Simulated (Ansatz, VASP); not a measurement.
Ge in VASP and in Ansatz

Contents of INCAR:

```
SYSTEM = Ge
PREC     = Accurate       ! precision mode
ENCUT    = 520            ! plane-wave cutoff, eV
EDIFF    = 1E-6           ! SCF threshold, eV
ISMEAR   = 0              ! smearing method
SIGMA    = 0.1            ! smearing width, eV
LREAL    = .FALSE.        ! projectors in reciprocal space
LASPH    = .TRUE.         ! aspherical terms in the spheres
NELM     = 100            ! most SCF steps
ALGO     = Normal         ! electronic algorithm
ISIF     = 2              ! what is computed and relaxed
LWAVE    = .FALSE.        ! write WAVECAR
LCHARG   = .FALSE.        ! write CHGCAR
GGA      = PE             ! functional
NBANDS   = 36             ! bands
```

KPOINTS

```
Automatic mesh
0
G
  10 8 10
  0 0 0
```

POSCAR

```
Ge
1.0
    4.1325118972      0.0000000000      0.0000000000
    0.0000000000      5.8442543966      0.0000000000
    0.0000000000      0.0000000000      4.0511489435
Ge
4
Direct
    0.0000000000      0.0012507515      0.0000000000
    0.5000000000      0.2487492485      0.0000000000
    0.5000000000      0.5012507515      0.5000000000
    0.0000000000      0.7487492485      0.5000000000
```

Input for Ansatz:

```yaml
crystal:
  lattice:
    - [4.1325118972, 0.0, 0.0]
    - [0.0, 5.8442543966, 0.0]
    - [0.0, 0.0, 4.0511489435]
  atoms:
    - { symbol: Ge, position: [0.0, 0.0012507515, 0.0] }
    - { symbol: Ge, position: [0.5, 0.2487492485, 0.0] }
    - { symbol: Ge, position: [0.5, 0.5012507515, 0.5] }
    - { symbol: Ge, position: [0.0, 0.7487492485, 0.5] }
basis:
  ecutwfc: 420
kpoints:
  mp_grid: { grid: [10, 8, 10] }
  band_path:
    path:
      - [[0.0, 0.0, 0.0], [0.0, -1.0, 0.0], [0.0, -1.0, 0.25974734]]
      - [[0.0, 0.0, 0.74025266], [0.0, 0.0, 0.0], [-0.75, 0.0, 0.0]]
      - [[-0.25, -1.0, 0.0], [0.0, -1.0, 0.0]]
      - [[0.0, 0.0, 0.0], [0.0, -0.5, 0.5], [-0.5, -0.5, 0.5], [-0.5, -0.5, 0.0], [0.0, 0.0, 0.0], [-0.5, 0.0, 0.5], [-0.5, -0.5, 0.5]]
    npoints: 10
hamiltonian:
  xc: pbe
  pseudopotentials: { kind: paw, azcp: { folder: soft_1 } }
scf:
  occupations: { method: gaussian, width: 0.1 }
  n_extra_bands: 8
output:
  forces: true
  stress: true
  eigenvalues: true
  dos: { projected: false, de: 0.02, nscf_kmesh: { grid: [15, 12, 15] } }
  write_density: true
  write_potential: true
  elf: true
  volumetric_format: npy
```

Alike in both runs: task single point; functional PBE; k mesh 10 × 8 × 10; occupations gaussian, width 0.1 eV; no spin polarisation.

|  | VASP | Ansatz |
| --- | --- | --- |
| version | VASP 6.6.1 | Ansatz 0.2.0 |
| potentials or method | VASP PAW PBE potentials, release 64 (Ge_d) | scalar-relativistic, plane waves, PAW |
| plane-wave cutoff (eV) | 520 | 420 |
| valence electrons in the cell | 56 | 56 |

Ansatz gave:

```
gap on the k mesh at the Fermi level (eV)       : none
pressure (GPa)                                  : -1.2
largest component of the traceless stress (GPa) : 1.23
```

Question: What did VASP give for the same quantities?

Answer: gap on the k mesh at the Fermi level (eV): none; pressure (GPa): -1.3; largest component of the traceless stress (GPa): 1.24.

A gap of «none» marks a metal or a gap that the smearing closes. The functional is the same, so the differences come from potentials, cutoffs and numerics.
